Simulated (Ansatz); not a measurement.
# Meshes and cutoff for the phonons of CaSe (Fm-3m), part 3 of 4

Aim: how dense must the meshes and how high the cutoff be for the phonons of CaSe (Fm-3m)?

Ansatz 0.2.0; DFT PBE, scalar-relativistic, plane waves, PAW.

So far. Step 6 (Another q mesh, k-mesh 12×12×12, q mesh 6×6×6): The mean frequency is 143.7 cm⁻¹, +0.0 cm⁻¹ against the base run, whose k mesh differs too. Step 10 (Another k mesh, k-mesh 6×6×6, q mesh 2×2×2): The highest optical mode at the zone centre (no LO-TO term) is 168.9 cm⁻¹, -0.3 cm⁻¹ against the base run. The relaxed cell has a = 5.958 Å (conventional setting).

The database entry behind the starting cell differs from later determinations by our own check (0.1 to 0.3 % short, probably kX units), so it need not match the best structure at ambient conditions.

## (11) Another k mesh, q mesh 2×2×2

The k mesh is changed to 8×8×8 on a small fixed q mesh, to find the coarsest that serves.

The input, input.yaml:

```yaml
crystal:
  lattice:
    - [0.0, 2.9789659855, 2.9789659855]
    - [2.9789659855, 0.0, 2.9789659855]
    - [2.9789659855, 2.9789659855, 0.0]
  atoms:
    - { symbol: Ca, position: [0.0, 0.0, 0.0] }
    - { symbol: Se, position: [0.5, 0.5, 0.5] }
kpoints:
  mp_grid: { grid: [8, 8, 8] }
hamiltonian:
  xc: pbe
scf:
  occupations: { method: fixed }
output:
  eigenvalues: true
phonons:
  method: dfpt
  dielectric: true
  rigid_motions: translations
  qmesh: [2, 2, 2]
  temperatures: { t_max: 1000, t_step: 50 }
  qpath:
    path:
      - [[0.0, 0.0, 0.0], [0.5, 0.0, 0.5], [0.625, 0.25, 0.625]]
      - [[0.375, 0.375, 0.75], [0.0, 0.0, 0.0], [0.5, 0.5, 0.5], [0.5, 0.25, 0.75], [0.5, 0.0, 0.5]]
    npoints: 10
```

The run is started by

```
ansatz run input.yaml --threads 4 --pin off --max-ram 7168MiB --backend cpu --events-out ev --progress --plain --runs-dir out
```

Numbers of over 12 decimals in the logs are rounded to 6 here.

The program printed:

```text
[...]
Crystal: 2 atoms, lattice volume = 52.872 Å³
Basis set: ecut = 420 eV, 1037 PW (Γ), exchange–correlation on 60×60×60 points (8 copies of the dense FFT grid, shifted against one another)
Bands: 17, of which v1, the nominal top of the filled ones, is band 13 counted from 1 (12 counted from 0)
Symmetry: 48 space group operations
k-points: 59 of 512 (irreducible under 8 space group operations, time reversal used)
[...]
optical modes at Γ + LO–TO along q̂ = [0.0000, 1.0000, 0.0000]:
      ω (cm⁻¹)  modes    IR ((D/Å)²/amu)
        169.19      2             9.8155
        252.65      1             4.9077
  optical modes at Γ + LO–TO along q̂ = [0.0000, 0.0000, 1.0000]:
      ω (cm⁻¹)  modes    IR ((D/Å)²/amu)
        169.19      2             9.8155
        252.65      1             4.9077
--- Phonons (arbitrary-q DFPT): 3 irreducible q on the 2×2×2 mesh ---
[...]
interpolated dispersion: 63 rows × 6 modes
[...]
[key lines of the parts left out:]
SCF converged after 8 iterations
Free energy (F): -7290.003036 eV
Fermi energy:    6.830703 eV
```

The job ended after 29 s (4 threads of Arm Neoverse V1, shared host; peak memory 0.67 GiB; 1.8 min of CPU time).

The highest optical mode at the zone centre (no LO-TO term) is 169.2 cm⁻¹, +0.0 cm⁻¹ against the base run.

## (12) Another k mesh, k-mesh 12×12×12, q mesh 2×2×2

The k mesh is changed to 12×12×12 on a small fixed q mesh, to find the coarsest that serves.

input.yaml, as its differences from that of step 11:

```diff
@@ -9,3 +9,3 @@
 kpoints:
-  mp_grid: { grid: [8, 8, 8] }
+  mp_grid: { grid: [12, 12, 12] }
 hamiltonian:
```

The program printed:

```text
[...]
Crystal: 2 atoms, lattice volume = 52.872 Å³
Basis set: ecut = 420 eV, 1037 PW (Γ), exchange–correlation on 60×60×60 points (8 copies of the dense FFT grid, shifted against one another)
Bands: 17, of which v1, the nominal top of the filled ones, is band 13 counted from 1 (12 counted from 0)
Symmetry: 48 space group operations
k-points: 163 of 1728 (irreducible under 8 space group operations, time reversal used)
[...]
optical modes at Γ + LO–TO along q̂ = [0.0000, 1.0000, 0.0000]:
      ω (cm⁻¹)  modes    IR ((D/Å)²/amu)
        169.22      2             9.8162
        252.68      1             4.9081
  optical modes at Γ + LO–TO along q̂ = [0.0000, 0.0000, 1.0000]:
      ω (cm⁻¹)  modes    IR ((D/Å)²/amu)
        169.22      2             9.8162
        252.68      1             4.9081
--- Phonons (arbitrary-q DFPT): 3 irreducible q on the 2×2×2 mesh ---
[...]
interpolated dispersion: 63 rows × 6 modes
[...]
[key lines of the parts left out:]
SCF converged after 8 iterations
Free energy (F): -7290.003101 eV
Fermi energy:    6.830612 eV
```

Wall time 58 s (4 threads); peak memory 1.2 GiB.

Frequencies (cm⁻¹) solved at each irreducible wavevector; negative means imaginary. Frequencies by wavevector, by row:

| q in reciprocal lattice units | star | mode 1 | mode 2 | mode 3 | mode 4 | mode 5 | mode 6 |
| --- | --- | --- | --- | --- | --- | --- | --- |
| 0 0 0 | 1 | 0 | 0 | 0 | 169.2 | 169.2 | 169.2 |
| 0 0 -0.5 | 4 | 114.3 | 114.3 | 145 | 145 | 153.8 | 246.8 |
| 0 -0.5 -0.5 | 3 | 81.7 | 81.7 | 121.3 | 174.6 | 174.6 | 184.7 |

The highest optical mode at the zone centre (no LO-TO term) is 169.2 cm⁻¹, +0.0 cm⁻¹ against the base run.

## (13) The series together

Times are for 4 threads of Arm Neoverse V1, shared host. The runs compared:

| no. | k-mesh | lowest mode on the q mesh (acoustic modes at Γ apart) (cm⁻¹) | highest frequency on the path or at a solved wavevector (cm⁻¹) | time | memory (GiB) |
| --- | --- | --- | --- | --- | --- |
| 1 | 6×6×6 | 81.52 | 252.4 | 17 s | 0.51 |
| 2 | 8×8×8 | 81.65 | 252.6 | 29 s | 0.67 |
| 3 | 12×12×12 | 81.66 | 252.7 | 58 s | 1.2 |

The phonon density of states has structure finer than the step of the table below, so its rows give means over 5 cm⁻¹, whole bins alone (the curve runs from 1 to 253 cm⁻¹). Peaks (cm⁻¹: height): 6×6×6 103.0: 0.0576, 111.0: 0.0862, 133.0: 0.0520, 177.0: 0.0712; 8×8×8 103.0: 0.0577, 111.0: 0.0851, 133.0: 0.0519, 177.0: 0.0714; 12×12×12 103.0: 0.0577, 111.0: 0.085, 133.0: 0.0519, 177.0: 0.0714.

The runs together. Table of phonon density of states by wavenumber; means over each step; values in 1/cm⁻¹/cell:

| wavenumber (cm⁻¹) | 6×6×6 | 8×8×8 | 12×12×12 |
| --- | --- | --- | --- |
| 5 | 2.4e-5 | 2.4e-5 | 2.4e-5 |
| 10 | 7.8e-5 | 7.8e-5 | 7.8e-5 |
| 15 | 1.8e-4 | 1.8e-4 | 1.8e-4 |
| 20 | 4.8e-4 | 4.8e-4 | 4.8e-4 |
| 25 | 7.5e-4 | 7.5e-4 | 7.6e-4 |
| 30 | 0.00114 | 0.00114 | 0.00114 |
| 35 | 0.00170 | 0.00170 | 0.00170 |
| 40 | 0.00226 | 0.00226 | 0.00226 |
| 45 | 0.00302 | 0.00303 | 0.00303 |
| 50 | 0.00400 | 0.00401 | 0.00401 |
| 55 | 0.00522 | 0.00523 | 0.00523 |
| 60 | 0.00670 | 0.00671 | 0.00671 |
| 65 | 0.00883 | 0.00884 | 0.00884 |
| 70 | 0.0116 | 0.0116 | 0.0116 |
| 75 | 0.0161 | 0.0160 | 0.0160 |
| 80 | 0.0259 | 0.0256 | 0.0256 |
| 85 | 0.0377 | 0.0377 | 0.0377 |
| 90 | 0.0415 | 0.0415 | 0.0415 |
| 95 | 0.0449 | 0.0448 | 0.0448 |
| 100 | 0.0510 | 0.0509 | 0.0509 |
| 105 | 0.0511 | 0.0509 | 0.0509 |
| 110 | 0.0733 | 0.0730 | 0.0729 |
| 115 | 0.0408 | 0.0416 | 0.0416 |
| 120 | 0.0245 | 0.0243 | 0.0243 |
| 125 | 0.0309 | 0.0309 | 0.0309 |
| 130 | 0.0410 | 0.0409 | 0.0408 |
| 135 | 0.0464 | 0.0464 | 0.0464 |
| 140 | 0.0301 | 0.0301 | 0.0301 |
| 145 | 0.0284 | 0.0281 | 0.0281 |
| 150 | 0.0381 | 0.0378 | 0.0378 |
| 155 | 0.0416 | 0.0414 | 0.0413 |
| 160 | 0.0457 | 0.0455 | 0.0455 |
| 165 | 0.0484 | 0.0483 | 0.0482 |
| 170 | 0.0507 | 0.0504 | 0.0504 |
| 175 | 0.0607 | 0.0604 | 0.0603 |
| 180 | 0.0541 | 0.0551 | 0.0553 |
| 185 | 0.0398 | 0.0404 | 0.0405 |
| 190 | 0.0187 | 0.0191 | 0.0191 |
| 195 | 0.0146 | 0.0147 | 0.0147 |
| 200 | 0.0143 | 0.0143 | 0.0143 |
| 205 | 0.0142 | 0.0142 | 0.0142 |
| 210 | 0.0144 | 0.0144 | 0.0144 |
| 215 | 0.0146 | 0.0146 | 0.0146 |
| 220 | 0.0148 | 0.0148 | 0.0148 |
| 225 | 0.0153 | 0.0152 | 0.0152 |
| 230 | 0.0155 | 0.0155 | 0.0155 |
| 235 | 0.0161 | 0.0161 | 0.0161 |
| 240 | 0.0166 | 0.0165 | 0.0165 |
| 245 | 0.0157 | 0.0157 | 0.0156 |
| 250 | 0.00638 | 0.00655 | 0.00658 |

The runs together, line C_V. C_V, 6×6×6 = 8×8×8 = 12×12×12 against temperature:

| temperature (K) | C_V, 6×6×6 = 8×8×8 = 12×12×12 (J/mol-atom/K) |
| --- | --- |
| 0 | 0 |
| 50 | 8.21 |
| 100 | 17.5 |
| 150 | 21.1 |
| 200 | 22.7 |
| 250 | 23.4 |
| 300 | 23.9 |
| 350 | 24.2 |
| 400 | 24.3 |
| 450 | 24.5 |
| 500 | 24.6 |
| 550 | 24.6 |
| 600 | 24.7 |
| 650 | 24.7 |
| 700 | 24.7 |
| 750 | 24.8 |
| 800 | 24.8 |
| 850 | 24.8 |
| 900 | 24.8 |
| 950 | 24.8 |
| 1000 | 24.8 |

## (14) Another cutoff, cutoff 170 eV, q mesh 2×2×2

The cutoff is set to 170 eV on a small fixed q mesh.

input.yaml, as its differences from that of step 12:

```diff
@@ -9,3 +9,3 @@
 kpoints:
-  mp_grid: { grid: [12, 12, 12] }
+  mp_grid: { grid: [8, 8, 8] }
 hamiltonian:
@@ -18,4 +18,2 @@
   method: dfpt
-  dielectric: true
-  rigid_motions: translations
   qmesh: [2, 2, 2]
@@ -27 +25,3 @@
     npoints: 10
+basis:
+  ecutwfc: 170
```

The program printed:

```text
Warning: basis.ecutwfc = 170 eV is below the records' recommended 420 eV, and the density's cutoff is lower with it unless basis.ecutrho_ratio is high enough to keep the records' density cutoff: compare with a run at a higher cutoff
[...]
Crystal: 2 atoms, lattice volume = 52.872 Å³
Basis set: ecut = 170 eV, 283 PW (Γ), exchange–correlation on 36×36×36 points (8 copies of the dense FFT grid, shifted against one another)
Bands: 17, of which v1, the nominal top of the filled ones, is band 13 counted from 1 (12 counted from 0)
Symmetry: 48 space group operations
k-points: 29 of 512
[...]
SCF iter   1: F=—  HF=-7280.112469 eV  |F-HF|=—  |Δ(HF+E_count)|=         —  Δρ=4.96e-2  dr2=5.60e-1  ethr=1.77e-3  ⟨swp⟩=4.7  Hψ=2159  notcnv=0  defer=47
[...]
SCF iter   8: F=-7278.090668 eV  HF=-7278.090668 eV  |F-HF|=9.09e-13  |Δ(HF+E_count)|=   1.21e-9  Δρ=1.73e-7  dr2=9.09e-12  ethr=1.00e-12  ⟨swp⟩=6.1  Hψ=2810  notcnv=0
SCF 1 converged in 8 iterations: F = -7278.090668 eV  dr2 = 9.09e-12
[...]
k-points: 59 of 512 (irreducible under 8 space group operations, time reversal used)
[...]
SCF iter   3: F=-7278.090668 eV  HF=-7278.090668 eV  |F-HF|=9.09e-13  |Δ(HF+E_count)|=  1.82e-12  Δρ=3.16e-8  dr2=6.45e-13  ethr=1.00e-12  ⟨swp⟩=1.0  Hψ=2242  notcnv=0
SCF 2 converged in 3 iterations: F = -7278.090668 eV  dr2 = 6.45e-13
[...]
SCF converged after 8 iterations
Free energy (F): -7278.090668 eV
[...]
Internal energy: -7278.090668 eV  (E = F + TS)
E sigma→0 (E₀):  -7278.090668 eV
Fermi energy:    6.760322 eV
[...]
--- Band table (eV; the first three rows and the last of 29) ---
  k-point 0: bands = [... 9 lower, -5.1014, 6.7603, 6.7603, 6.7603, 9.8129, 11.0500, 11.0500, 11.0500]
  k-point 1: bands = [... 9 lower, -5.0140, 6.0248, 6.5626, 6.5626, 10.4289, 11.3383, 11.3383, 11.3425]
  k-point 2: bands = [... 9 lower, -4.8022, 4.8399, 6.1562, 6.1562, 10.7715, 11.8965, 11.8965, 12.5467]
  k-point 28: bands = [... 9 lower, -4.4862, 4.8994, 4.8994, 5.1941, 11.7476, 11.7476, 12.5690, 13.3764]
[...]
ASR residual: 1.889e-3 → 0.000e0 eV/Å²; symmetrization residual: 1.362e-7 eV/Å²
  ASR residual per site (eV/Å²): 1.89e-3 3.94e-4
  Γ frequencies (cm⁻¹): 0.00 0.00 0.00 195.88 195.88 195.88
  Unit cell's response to a homogeneous field, on a k mesh of 8×8×8: 1 representative field direction (Σ response iterations 8)
  ε∞ (high-frequency dielectric tensor):
        5.149680    -0.000000     0.000000
        0.000000     5.149680    -0.000000
        0.000000     0.000000     5.149680
  ε⁰ (static dielectric tensor): not given — the deck does not say what the cell's rigid motions are, and on a molecule in a box or a wire the rigid rotations would enter the sum over the modes at Γ. For a crystal or a slab, whose only rigid motions are the translations, set phonons.rigid_motions: translations.
  Born effective charges Z* (e; rows j = field, columns β = displacement):
    site 0:
         2.26354    0.00000   -0.00000
        -0.00000    2.26354    0.00000
         0.00000   -0.00000    2.26354
    site 1:
        -2.26354   -0.00000    0.00000
         0.00000   -2.26354   -0.00000
         0.00000    0.00000   -2.26354
  Z* charge neutrality: 4.204e-5 e pre-enforcement
[...]
optical modes at Γ without the LO–TO term, one row a degenerate level:
      ω (cm⁻¹)  modes    IR ((D/Å)²/amu)
        195.88      3            13.3387
  optical modes at Γ + LO–TO along q̂ = [1.0000, 0.0000, 0.0000]:
      ω (cm⁻¹)  modes    IR ((D/Å)²/amu)
        195.88      2             8.8924
        270.55      1             4.4462
  optical modes at Γ + LO–TO along q̂ = [0.0000, 1.0000, 0.0000]:
      ω (cm⁻¹)  modes    IR ((D/Å)²/amu)
        195.88      2             8.8924
        270.55      1             4.4462
  optical modes at Γ + LO–TO along q̂ = [0.0000, 0.0000, 1.0000]:
      ω (cm⁻¹)  modes    IR ((D/Å)²/amu)
        195.88      2             8.8924
        270.55      1             4.4462
--- Phonons (arbitrary-q DFPT): 3 irreducible q on the 2×2×2 mesh ---
[...]
interpolated dispersion: 63 rows × 6 modes
[...]
```

The job ended after 10 s (4 threads; peak memory 0.52 GiB).

The run finished; it serves as a test, and its numbers are not taken as the result.

## (15) Another cutoff, cutoff 230 eV, q mesh 2×2×2

The cutoff is set to 230 eV on a small fixed q mesh.

input.yaml, as its differences from that of step 14:

```diff
@@ -26,2 +26,2 @@
 basis:
-  ecutwfc: 170
+  ecutwfc: 230
```

The program printed:

```text
[...]
Crystal: 2 atoms, lattice volume = 52.872 Å³
Basis set: ecut = 230 eV, 411 PW (Γ), exchange–correlation on 48×48×48 points (8 copies of the dense FFT grid, shifted against one another)
Bands: 17, of which v1, the nominal top of the filled ones, is band 13 counted from 1 (12 counted from 0)
Symmetry: 48 space group operations
k-points: 29 of 512
[...]
SCF iter   1: F=—  HF=-7288.803668 eV  |F-HF|=—  |Δ(HF+E_count)|=         —  Δρ=1.02e-2  dr2=1.84e-2  ethr=1.77e-3  ⟨swp⟩=4.3  Hψ=2193  notcnv=0  defer=24
[...]
SCF iter   8: F=-7288.650125 eV  HF=-7288.650125 eV  |F-HF|=4.55e-12  |Δ(HF+E_count)|=  1.36e-10  Δρ=7.60e-8  dr2=1.57e-12  ethr=1.00e-12  ⟨swp⟩=6.4  Hψ=2458  notcnv=0
SCF 1 converged in 8 iterations: F = -7288.650125 eV  dr2 = 1.57e-12
[...]
k-points: 59 of 512 (irreducible under 8 space group operations, time reversal used)
[...]
SCF iter   3: F=-7288.650125 eV  HF=-7288.650125 eV  |F-HF|=6.37e-12  |Δ(HF+E_count)|=  1.91e-11  Δρ=1.62e-7  dr2=8.40e-12  ethr=1.00e-12  ⟨swp⟩=1.0  Hψ=2242  notcnv=0
SCF 2 converged in 3 iterations: F = -7288.650125 eV  dr2 = 8.40e-12
[...]
SCF converged after 8 iterations
Free energy (F): -7288.650125 eV
[...]
Internal energy: -7288.650125 eV  (E = F + TS)
E sigma→0 (E₀):  -7288.650125 eV
Fermi energy:    6.811852 eV
[...]
--- Band table (eV; the first three rows and the last of 29) ---
  k-point 0: bands = [... 9 lower, -4.9346, 6.8119, 6.8119, 6.8119, 10.0084, 10.6989, 10.6989, 10.6989]
  k-point 1: bands = [... 9 lower, -4.8474, 6.0646, 6.5900, 6.5900, 10.4502, 10.8820, 10.8820, 11.0779]
  k-point 2: bands = [... 9 lower, -4.6295, 4.8607, 6.1582, 6.1582, 10.5836, 11.3799, 11.3799, 12.4356]
  k-point 28: bands = [... 9 lower, -4.3062, 4.8887, 4.8887, 5.1994, 11.3360, 11.3360, 12.1604, 12.6706]
[...]
ASR residual: 1.649e-5 → 0.000e0 eV/Å²; symmetrization residual: 2.511e-6 eV/Å²
  ASR residual per site (eV/Å²): 5.97e-6 1.65e-5
  Γ frequencies (cm⁻¹): 0.00 0.00 0.00 176.98 176.98 176.98
[...]
ε∞ (high-frequency dielectric tensor):
        5.500286    -0.000000     0.000000
       -0.000000     5.500286    -0.000000
        0.000000    -0.000000     5.500286
[...]
Born effective charges Z* (e; rows j = field, columns β = displacement):
    site 0:
         2.35650    0.00000   -0.00000
        -0.00000    2.35650    0.00000
         0.00000   -0.00000    2.35650
    site 1:
        -2.35650   -0.00000    0.00000
         0.00000   -2.35650   -0.00000
         0.00000    0.00000   -2.35650
  Z* charge neutrality: 3.166e-6 e pre-enforcement
[...]
optical modes at Γ without the LO–TO term, one row a degenerate level:
      ω (cm⁻¹)  modes    IR ((D/Å)²/amu)
        176.98      3            14.4567
  optical modes at Γ + LO–TO along q̂ = [1.0000, 0.0000, 0.0000]:
      ω (cm⁻¹)  modes    IR ((D/Å)²/amu)
        176.98      2             9.6378
        258.20      1             4.8189
  optical modes at Γ + LO–TO along q̂ = [0.0000, 1.0000, 0.0000]:
      ω (cm⁻¹)  modes    IR ((D/Å)²/amu)
        176.98      2             9.6378
        258.20      1             4.8189
  optical modes at Γ + LO–TO along q̂ = [0.0000, 0.0000, 1.0000]:
      ω (cm⁻¹)  modes    IR ((D/Å)²/amu)
        176.98      2             9.6378
        258.20      1             4.8189
--- Phonons (arbitrary-q DFPT): 3 irreducible q on the 2×2×2 mesh ---
[...]
interpolated dispersion: 63 rows × 6 modes
[...]
```

Run time: 14 s. Hardware: 4 threads; peak memory 0.54 GiB; 49 s of CPU time.

The run finished; it serves as a test, and its numbers are not taken as the result.

(Continued in part 4 of 4.)

[Logs are printed without paths, hosts, clocks, repeated set-up lines and the standing remarks that a program may print on its own settings, such as how far it seeks lower states.]

[Hosts, paths, dates, database ids (printed as entryN), source tags and the programs' standing remarks are cut or masked in the printed files.]
